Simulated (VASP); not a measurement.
# Pt (Im-3m) in VASP: notebook

The runs below take Pt through single point, with LDA.

All numbers are computed with VASP 6.6.1; they aren't measurements. Logs are shortened: lines on timing, memory, paths and dates and some standing lists are left out, and cuts for length are marked.

**1. Starting point**

Symmetry: Im-3m, No. 229, cubic system. Conventional cell: a = 3.168 Å, b = 3.168 Å, c = 3.168 Å, α = 90.00°, β = 90.00°, γ = 90.00°. Around Pt (site symmetry m-3m) lie 8 Pt at 2.74 Å.

This isn't the form of Pt at room conditions, which is fcc.

**2. Single point, LDA**

INCAR reads:

```
PREC = Accurate
ENCUT = 460
EDIFF = 1E-6
ISMEAR = 1
SIGMA = 0.15
LREAL = Auto
LASPH = True
NELM = 100
ALGO = Normal
ISIF = 2
LWAVE = False
LCHARG = False
GGA = CA
ADDGRID = False
```

KPOINTS reads:

```
Automatic mesh
0
Gamma
  11 11 11
```

POSCAR reads:

```
Pt
1.0
   -1.5842200000      1.5842200000      1.5842200000
    1.5842200000     -1.5842200000      1.5842200000
    1.5842200000      1.5842200000     -1.5842200000
Pt
1
Direct
    0.0000000000      0.0000000000      0.0000000000
```

Potentials or basis: VASP PAW LDA potentials, release 64 (Pt).

Started as:

```console
> cat potpaw_LDA.64/Pt/POTCAR > POTCAR
> mpirun -np 1 vasp_std > vasp.out
```

OUTCAR:

```text
PREC = Accurate
   ENCUT = 460
   EDIFF = 1E-6
   ISMEAR = 1
   LREAL = Auto
   LASPH = True
   NELM = 100
   ISIF = 2
   GGA = CA

 Found     56 irreducible k-points:

 Following reciprocal coordinates:
            Coordinates               Weight
  0.000000  0.000000  0.000000      1.000000
  0.090909  0.000000  0.000000     12.000000
  0.181818  0.000000  0.000000     12.000000
  0.272727  0.000000  0.000000     12.000000
  0.363636  0.000000  0.000000     12.000000
  0.454545  0.000000  0.000000     12.000000
   k-points           NKPTS =     56   k-points in BZ     NKDIM =     56   number of bands    NBANDS=      9
   number of dos      NEDOS =    301   number of ions     NIONS =      1
   total plane-waves  NPLWV =   8000
   dimension x,y,z NGX =    20 NGY =   20 NGZ =   20
   dimension x,y,z NGXF=    40 NGYF=   40 NGZF=   40
   ions per type =               1
   NGX,Y,Z   is equivalent  to a cutoff of  12.12, 12.12, 12.12 a.u.
   NGXF,Y,Z  is equivalent  to a cutoff of  24.23, 24.23, 24.23 a.u.
 SYSTEM =  unknown system
   PREC   = accura    normal or accurate (medium, high low for compatibility)
   ISTART =      0    job   : 0-new  1-cont  2-samecut
   ICHARG =      2    charge: 1-file 2-atom 10-const
   ISPIN  =      1    spin polarized calculation?
   LNONCOLLINEAR =      F non collinear calculations
   LSORBIT =      F    spin-orbit coupling
   LASPH  =      T    aspherical Exc in radial PAW
   ENCUT  =  460.0 eV  33.81 Ry    5.81 a.u.   4.80  4.80  4.80*2*pi/ulx,y,z
   NELM   =    100;   NELMIN=  2; NELMDL= -5     # of ELM steps
   EDIFF  = 0.1E-05   stopping-criterion for ELM
   LREAL  =      T    real-space projection
   EDIFFG = 0.1E-04   stopping-criterion for IOM
   NSW    =      0    number of steps for IOM
   IBRION =     -1    ionic relax: 0-MD 1-quasi-New 2-CG
   NFREE  =      0    steps in history (QN), initial steepest desc. (CG)
   ISIF   =      2    stress and relaxation
   ISYM   =      2    0-nonsym 1-usesym 2-fastsym
   POTIM  = 0.5000    time-step for ionic-motion
   TEBEG  =    0.0;   TEEND  =   0.0 temperature during run
   PSTRESS=    0.0 pullay stress
   NELECT =      10.0000    total number of electrons
   NUPDOWN=      -1.0000    fix difference up-down
   EMIN   =  10.00;   EMAX   =-10.00  energy-range for DOS
   EFERMI =   0.00;   METHOD = LEGACY
   ISMEAR =     1;   SIGMA  =   0.15  broadening in eV -4-tet -1-fermi 0-gaus
   EFERMI_NEDOS =   21; number of points for ismear=-14 and -15
   IALGO  =     38    algorithm
   IMIX   =      4    mixing-type and parameters
     AMIX     =   0.40;   BMIX     =  1.00
     AMIX_MAG =   1.60;   BMIX_MAG =  1.00
  volume/ion in A,a.u.               =      15.90       107.33
  Fermi-wavevector in a.u.,A,eV,Ry     =   1.402510  2.650360 26.763132  1.967035
  Thomas-Fermi vector in A             =   2.525265
   LORBIT       =      0    0 simple, 1 ext, 2 COOP (PROOUT), +10 PAW based schemes
   GGA     = CA    functional components
   LHFCALC =     F    Hartree Fock is set to
   AEXX    =    0.0000 exact exchange contribution
   IVDW    =     0    specifies the selected vdW correction
   LEPSILON=     F    determine dielectric tensor
   LRPA    =     F    only Hartree local field effects (RPA)
 non-spin polarized calculation
 Methfessel and Paxton  Order N= 1 SIGMA  =   0.15
  energy-cutoff  :      460.00
  volume of cell :       15.90
 maximum number of plane-waves:       370
   NGX =  9   NGY =  9   NGZ =  9

 number of electron      10.0000000 magnetization

 Free energy of the ion-electron system (eV)
  ---------------------------------------------------
  ext. energy  EPLUGINS =         0.00000000
  ---------------------------------------------------
  free energy    TOTEN  =        -7.31645831 eV

  energy without entropy =       -7.31175479  energy(sigma->0) =       -7.31489047

 E-fermi :   9.8776     XC(G=0): -13.3770

 val. band max:        9.8528468941   @ k =  -0.3636   0.3636   0.0909
 cond. band min:       9.8866985057   @ k =   0.4545   0.0909  -0.0000
 fundamental gap:      0.0338516115
 Fermi energy:         9.8775506626

 k-point     1 :       0.0000    0.0000    0.0000
  band No.  band energies     occupation
      1       0.4793      2.00000
      2       6.4617      2.00000
      3       6.4617      2.00000
      4       6.4617      2.00000
      5       8.9711      2.00000
      6       8.9711      2.00000
      7      27.0067      0.00000
      8      27.0067      0.00000
      9      27.0067      0.00000

 k-point     2 :       0.0909    0.0000    0.0000
  band No.  band energies     occupation
      1       0.8111      2.00000
      2       6.3339      2.00000
      3       6.4601      2.00000
      4       6.7277      2.00000
      5       8.8133      2.00000
      6       8.9804      2.00000
      7      27.1380      0.00000
      8      27.2274      0.00000
      9      27.4947      0.00000

 k-point     3 :       0.1818    0.0000    0.0000
  band No.  band energies     occupation
      1       1.7213      2.00000
      2       6.0069      2.00000
      3       6.4336      2.00000
      4       7.4918      2.00000
      5       8.5680      2.00000
      6       9.0179      2.00000
      7      26.5791      0.00000
      8      26.8998      0.00000
      9      28.8683      0.00000

 k-point     4 :       0.2727    0.0000    0.0000
  band No.  band energies     occupation
      1       2.8274      2.00000
      2       5.6092      2.00000
      3       6.6248      2.00000
      4       8.5631      2.00000
      5       8.6379      2.00000
      6       9.0960      2.00000
      7      23.4447      0.00000
      8      25.5601      0.00000
      9      30.5311      0.00000

 k-point     5 :       0.3636    0.0000    0.0000
  band No.  band energies     occupation
      1       3.3788      2.00000
      2       5.2696      2.00000
      3       7.7722      2.00000
      4       8.8005      2.00000
      5       9.1998      2.00000
      6       9.9113      0.62954
      7      19.6982      0.00000
      8      24.1170      0.00000
      9      27.6598      0.00000

 k-point     6 :       0.4545    0.0000    0.0000
  band No.  band energies     occupation
      1       3.4155      2.00000
      2       5.0779      2.00000
      3       8.7291      2.00000
      4       9.2777      2.00000
      5       9.8390      1.41940
      6      10.8304     -0.00000
      7      16.6989      0.00000
      8      23.2811      0.00000
      9      25.8936      0.00000

 [... further k-points ...]

------------------------ aborting loop because EDIFF is reached ----------------------------------------

  FORCE on cell =-STRESS in cart. coord.  units (eV):
  Direction    XX          YY          ZZ          XY          YZ          ZX
  --------------------------------------------------------------------------------------
  -------------------------------------------------------------------------------------
  Total       -1.4804277     -1.4804277     -1.4804277      0.0000000      0.0000000      0.0000000
  in kB     -149.1390356   -149.1390356   -149.1390356      0.0000000      0.0000000      0.0000000
  external PRESSURE =    -149.1390356 kB  Pullay stress =       0.0000000 kB

 VOLUME and BASIS-vectors are now :
 -----------------------------------------------------------------------------
  energy-cutoff  :      460.00
  volume of cell :       15.90
      direct lattice vectors                 reciprocal lattice vectors
    -1.584220000  1.584220000  1.584220000     0.000000000  0.315612731  0.315612731
     1.584220000 -1.584220000  1.584220000     0.315612731  0.000000000  0.315612731
     1.584220000  1.584220000 -1.584220000     0.315612731  0.315612731  0.000000000

 POSITION                                       TOTAL-FORCE (eV/Angst)
 -----------------------------------------------------------------------------------
      0.00000      0.00000      0.00000         0.000000     -0.000000      0.000000
 -----------------------------------------------------------------------------------
    total drift:                                0.000000     -0.000000      0.000000

  FREE ENERGIE OF THE ION-ELECTRON SYSTEM (eV)
  ---------------------------------------------------
  free  energy   TOTEN  =        -7.3164583121 eV

  energy  without entropy=       -7.3117547894  energy(sigma->0) =       -7.31489047
```

Run time: 10 s. Hardware: 1 thread of Intel Xeon Platinum 8488C (Sapphire Rapids), shared host; peak memory 0.12 GiB.

The run converged, but some of its settings lie outside the range that counts as converged, so its numbers aren't taken as properties of the crystal.

Results:

| Quantity | Value |
| --- | --- |
| Free energy | -7.3165 eV |
| Pressure | -14.9 GPa |
| Band gap on the k mesh | none (metal or under the smearing width) |

**3. Single point, LDA**

INCAR, as its differences from that of step 2:

```diff
@@ -2,6 +2,6 @@
 ENCUT = 460
-EDIFF = 1E-6
+EDIFF = 0.01
 ISMEAR = 1
 SIGMA = 0.15
-LREAL = Auto
+LREAL = False
 LASPH = True
```

KPOINTS is that of step 2.

POSCAR is that of step 2.

Potentials or basis: VASP PAW LDA potentials, release 64 (Pt).

Started as:

```console
> cat potpaw_LDA.64/Pt/POTCAR > POTCAR
> mpirun -np 1 vasp_std > vasp.out
```

Run time: 3.4 s. Hardware: 1 thread of Intel Xeon Platinum 8488C (Sapphire Rapids), shared host; peak memory 0.11 GiB.

The run converged, but some of its settings lie outside the range that counts as converged, so its numbers aren't taken as properties of the crystal.

What came out:

```yaml
Free_energy: -7.3162 eV
Pressure: -18.6 GPa
Band_gap_on_the_k_mesh: none (metal or under the smearing width)
```

**4. For comparison**

An earlier run on the cell as given: functional PBEsol; potentials or basis VASP PAW PBE potentials, release 64 (Pt); cutoff 520 eV; k mesh 12 × 12 × 12; occupations fermi-dirac, width 0.05 eV; no spin polarisation.

- Pressure: -11.6 GPa
- Band gap on the k mesh: none (metal or under the smearing width)
